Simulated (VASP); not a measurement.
# SiO2 (Quartz): how cutoff and mesh change the relaxed cell, part 2 of 2

Aim: test the relaxed volume of SiO2 (Quartz) against cutoff and mesh. The starting structure is a measured crystal structure from the Crystallography Open Database. The first relaxation on each setting starts from this cell expanded by 3 % in volume.

VASP 6.6.1.

Results so far: reference 12.87 Å³ an atom; a cutoff of 400 eV 11.63 Å³ an atom.

## 4. Relaxation with a 3×3×2 mesh

Level of this step: PBEsol; plane waves and PAW (Si, O) (VASP).

Against step 2 the input has a 3×3×2 mesh (also changed: KPAR and NCORE).

INCAR

```
SYSTEM = SiO2
PREC = Accurate
ENCUT = 520
EDIFF = 1E-06
NELM = 100
ISMEAR = 0
SIGMA = 0.03
LREAL = .FALSE.
ALGO = Normal
GGA = PS
NBANDS = 33
LORBIT = 11
LWAVE = .FALSE.
LCHARG = .FALSE.
KPAR = 2
NCORE = 8
IBRION = 2
NSW = 50
ISIF = 3
EDIFFG = -0.006
```

POSCAR

```
SiO2
1.0
    4.9644744527      0.0000000000      0.0000000000
   -2.4822372263      4.2993609924      0.0000000000
    0.0000000000      0.0000000000      5.4626589287
Si O
3 6
Direct
    0.4697000000      0.4697000000      0.0000000000
    0.0000000000      0.5303000000      0.6666666667
    0.5303000000      0.0000000000      0.3333333333
    0.8538000000      0.2680000000      0.4523333333
    0.7320000000      0.5858000000      0.7856666667
    0.4142000000      0.1462000000      0.1190000000
    0.2680000000      0.8538000000      0.5476666667
    0.5858000000      0.7320000000      0.2143333333
    0.1462000000      0.4142000000      0.8810000000
```

KPOINTS

```
Automatic mesh
0
Gamma
3 3 2
0 0 0
```

Potentials, in the order of the species: Si and O (PBE family, release 64).

Launch:

```
> mpirun -np 16 vasp_std
```

Log:

```text
[banner, memory and clock lines left out]
running   16 mpi-ranks, on    1 nodes
[...]
[... a notice as in an earlier step ...]

 LDA part: xc-table for (Slater+PW92), standard interpolation
 POSCAR, INCAR and KPOINTS ok, starting setup
[...]
entering main loop
       N       E                     dE             d eps       ncg     rms          rms(c)
DAV:   1     0.273110424261E+03    0.27311E+03   -0.25003E+04   396   0.134E+03
DAV:   2    -0.641846259000E+02   -0.33730E+03   -0.32476E+03   530   0.304E+02
DAV:   3    -0.823952243459E+02   -0.18211E+02   -0.18119E+02   504   0.744E+01
DAV:   4    -0.825971183407E+02   -0.20189E+00   -0.20167E+00   488   0.884E+00
[...]
DAV:  12    -0.740010224035E+02   -0.31621E-05   -0.36460E-05   496   0.355E-02    0.172E-02
DAV:  13    -0.740010255849E+02   -0.31813E-05   -0.18437E-05   496   0.224E-02    0.385E-03
DAV:  14    -0.740010260538E+02   -0.46899E-06   -0.68117E-07   344   0.495E-03
   1 F= -.74001026E+02 E0= -.74001026E+02  d E =-.740010E+02
[... from here on, the cycles between the ionic steps are left out ...]
   2 F= -.73999832E+02 E0= -.73999832E+02  d E =0.119439E-02
   3 F= -.74003038E+02 E0= -.74003038E+02  d E =-.201213E-02
   4 F= -.74003497E+02 E0= -.74003497E+02  d E =-.458781E-03
   5 F= -.74003783E+02 E0= -.74003783E+02  d E =-.744426E-03
   6 F= -.74003780E+02 E0= -.74003780E+02  d E =0.215234E-05
   7 F= -.74003793E+02 E0= -.74003793E+02  d E =-.100590E-04
   8 F= -.74003807E+02 E0= -.74003807E+02  d E =-.145823E-04
   9 F= -.74003816E+02 E0= -.74003816E+02  d E =-.237970E-04
[...]
reached required accuracy - stopping structural energy minimisation
```

Run time: 10 s. Hardware: 16 MPI ranks of AMD EPYC 7R43, shared host; peak memory 1.9 GiB; 2.6 min of CPU time.

Parts of OUTCAR (step 4):

```text
  Total        0.0041878      0.0041878      0.0304761      0.0000000      0.0000000     -0.0000000
  in kB        0.0579117      0.0579117      0.4214412      0.0000000      0.0000000     -0.0000000
  external PRESSURE =       0.1790882 kB  Pullay stress =       0.0000000 kB

 POSITION                                       TOTAL-FORCE (eV/Angst)
 -----------------------------------------------------------------------------------
      1.16501      2.01785      5.44795         0.002294      0.003973     -0.000000
     -1.31273      2.27371      3.63196         0.002294     -0.003973     -0.000000
      2.62546     -0.00000      1.81598        -0.004588      0.000000     -0.000000
      3.57047      1.14527      2.46559        -0.003288     -0.002782     -0.001294
      2.17841      2.51948      4.28157         0.004054     -0.001457     -0.001294
      1.68433      0.62681      0.64961        -0.000765      0.004239     -0.001294
     -0.79340      3.66475      2.98236        -0.000765     -0.004239      0.001294
      1.09273      3.14630      1.16638        -0.003288      0.002782      0.001294
     -0.29933      1.77208      4.79834         0.004054      0.001457      0.001294
 -----------------------------------------------------------------------------------
    total drift:                                0.000001      0.000001     -0.000000

  FREE ENERGIE OF THE ION-ELECTRON SYSTEM (eV)
  ---------------------------------------------------
  free  energy   TOTEN  =       -74.0038164700 eV

  energy  without entropy=      -74.0038164700  energy(sigma->0) =      -74.00381647

[... 1 part as in an earlier step ...]

[... 3 further parts left out ...]
[key lines of the parts left out:]
E-fermi :   0.9961
```

With a 3×3×2 mesh the cell ends at 12.873 Å³ an atom, +0.00 % from the reference; the bulk modulus is 31.6 GPa against 34.6 GPa.

## 5. Relaxation with a cutoff of 680 eV

Against step 2 the input has ENCUT = 680.

INCAR, as its differences from that of step 4:

```diff
@@ -2,3 +2,3 @@
 PREC = Accurate
-ENCUT = 520
+ENCUT = 680
 EDIFF = 1E-06
@@ -14,4 +14,3 @@
 LCHARG = .FALSE.
-KPAR = 2
-NCORE = 8
+KPAR = 16
 IBRION = 2
```

POSCAR is that of step 4.

KPOINTS

```
Automatic mesh
0
Gamma
6 6 4
0 0 0
```

Launch:

```
> mpirun -np 16 vasp_std
```

Log:

```text
[... set-up lines as in an earlier step ...]
 entering main loop
       N       E                     dE             d eps       ncg     rms          rms(c)
DAV:   1     0.325582277993E+03    0.32558E+03   -0.29142E+04  1584   0.166E+03
DAV:   2    -0.599918364097E+02   -0.38557E+03   -0.37178E+03  2056   0.335E+02
DAV:   3    -0.823529322823E+02   -0.22361E+02   -0.22260E+02  2007   0.847E+01
DAV:   4    -0.826222534401E+02   -0.26932E+00   -0.26899E+00  2008   0.103E+01
[...]
DAV:  12    -0.740426690950E+02   -0.30360E-05   -0.37240E-05  2016   0.363E-02    0.175E-02
DAV:  13    -0.740426723356E+02   -0.32405E-05   -0.19085E-05  1968   0.229E-02    0.387E-03
DAV:  14    -0.740426728503E+02   -0.51473E-06   -0.70624E-07  1432   0.507E-03
   1 F= -.74042673E+02 E0= -.74042673E+02  d E =-.740427E+02
[... from here on, the cycles between the ionic steps are left out ...]
   2 F= -.74040347E+02 E0= -.74040347E+02  d E =0.232581E-02
   3 F= -.74045862E+02 E0= -.74045862E+02  d E =-.318930E-02
   4 F= -.74046423E+02 E0= -.74046423E+02  d E =-.560497E-03
   5 F= -.74046787E+02 E0= -.74046787E+02  d E =-.924466E-03
   6 F= -.74046789E+02 E0= -.74046789E+02  d E =-.209098E-05
   7 F= -.74046796E+02 E0= -.74046796E+02  d E =-.969503E-05
   8 F= -.74046807E+02 E0= -.74046807E+02  d E =-.111119E-04
   9 F= -.74046812E+02 E0= -.74046812E+02  d E =-.153080E-04
[...]
reached required accuracy - stopping structural energy minimisation
```

Wall time 77 s (16 MPI ranks); peak memory 6 GiB; 20 min of CPU time.

From OUTCAR (step 5):

```text
  Total       -0.0014730     -0.0014730      0.0193911     -0.0000000     -0.0000000      0.0000000
  in kB       -0.0204135     -0.0204135      0.2687355     -0.0000000     -0.0000000      0.0000000
  external PRESSURE =       0.0759695 kB  Pullay stress =       0.0000000 kB

 POSITION                                       TOTAL-FORCE (eV/Angst)
 -----------------------------------------------------------------------------------
      1.16394      2.01601      0.00000         0.000016      0.000028      0.000000
     -1.31184      2.27218      3.62978         0.000016     -0.000028      0.000000
      2.62369     -0.00000      1.81489        -0.000032      0.000000      0.000000
      3.56872      1.14511      2.46300         0.000172      0.000563     -0.002119
      2.17552      2.51805      4.27789        -0.000574     -0.000133     -0.002119
      1.68312      0.62503      0.64811         0.000402     -0.000430     -0.002119
     -0.79267      3.66316      2.98167         0.000402      0.000430      0.002119
      1.09294      3.14308      1.16678         0.000172     -0.000563      0.002119
     -0.30027      1.77014      4.79656        -0.000574      0.000133      0.002119
 -----------------------------------------------------------------------------------
    total drift:                                0.000000      0.000000      0.000000

  FREE ENERGIE OF THE ION-ELECTRON SYSTEM (eV)
  ---------------------------------------------------
  free  energy   TOTEN  =       -74.0468116162 eV

  energy  without entropy=      -74.0468116162  energy(sigma->0) =      -74.04681162

[... 2 parts as in an earlier step ...]

[... 2 further parts left out ...]
[key lines of the parts left out:]
E-fermi :   0.9956
```

With a cutoff of 680 eV the cell ends at 12.845 Å³ an atom, -0.22 % from the reference; the bulk modulus is 31.7 GPa against 34.6 GPa.

## 6. Relaxation with a 9×9×6 mesh

Against step 2 the input has a 9×9×6 mesh.

INCAR, as its differences from that of step 5:

```diff
@@ -2,3 +2,3 @@
 PREC = Accurate
-ENCUT = 680
+ENCUT = 520
 EDIFF = 1E-06
```

POSCAR is that of step 5.

KPOINTS

```
Automatic mesh
0
Gamma
9 9 6
0 0 0
```

Launch:

```
> mpirun -np 16 vasp_std
```

Log:

```text
[... set-up lines as in an earlier step ...]
 entering main loop
       N       E                     dE             d eps       ncg     rms          rms(c)
DAV:   1     0.282745817308E+03    0.28275E+03   -0.25109E+04  4092   0.134E+03
DAV:   2    -0.632205858266E+02   -0.34597E+03   -0.33457E+03  5328   0.306E+02
DAV:   3    -0.823815912755E+02   -0.19161E+02   -0.19078E+02  5157   0.772E+01
DAV:   4    -0.825971417684E+02   -0.21555E+00   -0.21532E+00  5112   0.917E+00
[...]
DAV:  12    -0.740014951686E+02   -0.30856E-05   -0.37611E-05  5167   0.362E-02    0.172E-02
DAV:  13    -0.740014984137E+02   -0.32450E-05   -0.18162E-05  4992   0.222E-02    0.383E-03
DAV:  14    -0.740014989123E+02   -0.49857E-06   -0.67380E-07  3671   0.491E-03
   1 F= -.74001499E+02 E0= -.74001499E+02  d E =-.740015E+02
[... from here on, the cycles between the ionic steps are left out ...]
   2 F= -.74000322E+02 E0= -.74000322E+02  d E =0.117681E-02
   3 F= -.74003504E+02 E0= -.74003504E+02  d E =-.200483E-02
   4 F= -.74003964E+02 E0= -.74003964E+02  d E =-.460686E-03
   5 F= -.74004252E+02 E0= -.74004252E+02  d E =-.747887E-03
   6 F= -.74004255E+02 E0= -.74004255E+02  d E =-.337636E-05
   7 F= -.74004262E+02 E0= -.74004262E+02  d E =-.105837E-04
   8 F= -.74004275E+02 E0= -.74004275E+02  d E =-.130244E-04
   9 F= -.74004287E+02 E0= -.74004287E+02  d E =-.248058E-04
[...]
reached required accuracy - stopping structural energy minimisation
```

Elapsed: 94 s, on 16 MPI ranks; peak memory 6.1 GiB; 25 min of CPU time.

OUTCAR, selected parts (step 6):

```text
  Total        0.0029435      0.0029435      0.0301634      0.0000000      0.0000000     -0.0000000
  in kB        0.0407034      0.0407034      0.4171066      0.0000000      0.0000000     -0.0000000
  external PRESSURE =       0.1661711 kB  Pullay stress =       0.0000000 kB

 POSITION                                       TOTAL-FORCE (eV/Angst)
 -----------------------------------------------------------------------------------
      1.16505      2.01792     -0.00000         0.001648      0.002854     -0.000000
     -1.31271      2.27367      3.63201         0.001648     -0.002854      0.000000
      2.62541     -0.00000      1.81601        -0.003295      0.000000     -0.000000
      3.57048      1.14526      2.46562        -0.003591     -0.003486     -0.001504
      2.17843      2.51949      4.28162         0.004815     -0.001367     -0.001504
      1.68434      0.62683      0.64961        -0.001223      0.004853     -0.001504
     -0.79341      3.66476      2.98240        -0.001223     -0.004853      0.001504
      1.09273      3.14633      1.16639        -0.003591      0.003486      0.001504
     -0.29932      1.77210      4.79840         0.004815      0.001367      0.001504
 -----------------------------------------------------------------------------------
    total drift:                                0.000001      0.000001     -0.000000

  FREE ENERGIE OF THE ION-ELECTRON SYSTEM (eV)
  ---------------------------------------------------
  free  energy   TOTEN  =       -74.0042870192 eV

  energy  without entropy=      -74.0042870192  energy(sigma->0) =      -74.00428702

[... 1 part as in an earlier step ...]

[... 3 further parts left out ...]
[key lines of the parts left out:]
E-fermi :   0.9812
```

With a 9×9×6 mesh the cell ends at 12.874 Å³ an atom, +0.00 % from the reference; the bulk modulus is 33.0 GPa against 34.6 GPa.

## 7. Comparison

```tsv
run	volume (Å³/atom)	change (%)	bulk modulus (GPa)	pressure left (GPa)	core minutes
reference	12.874	-	34.6	0.02	15.5
a cutoff of 400 eV	11.625	-9.7	-	0.0	47.5
a 3×3×2 mesh	12.873	0.0	31.6	0.02	2.77
a cutoff of 680 eV	12.845	-0.22	31.7	0.01	20.5
a 9×9×6 mesh	12.874	0.0	33.0	0.02	25.1
```

Core minutes are wall time times ranks, summed over the relaxations behind a row (those for a bulk modulus apart), on shared hosts.

## 8. What came out

| Quantity | Value |
| --- | --- |
| volume of the reference | 12.87 Å³/atom |
| volume against the reference, a cutoff of 400 eV | -9.70 % |
| volume against the reference, a 3×3×2 mesh | +0.00 % |
| volume against the reference, a cutoff of 680 eV | -0.22 % |
| volume against the reference, a 9×9×6 mesh | +0.00 % |

In words: The volume moves most with a cutoff of 400 eV: -9.70 % against the reference (520 eV, 6×6×4 mesh). On finer settings it changes by -0.22 % with a cutoff of 680 eV and +0.00 % with a 9×9×6 mesh. A cell that shrinks at the lower cutoff is the usual mark of Pulay stress, the error that a plane-wave basis makes when it is kept while the volume changes. The bulk modulus is more sensitive: it changes by -8.7 % with a 3×3×2 mesh. Further runs on this material are not shown.

[Lines on the potential files, build, host, timing and source positions are cut from VASP's logs without a mark.]

[Logs are printed without paths, hosts, clocks, repeated set-up lines and the standing remarks that a program may print on its own settings, such as how far it seeks lower states.]

[Hosts, paths, dates, database ids (printed as entryN), source tags and the programs' standing remarks are cut or masked in the printed files.]
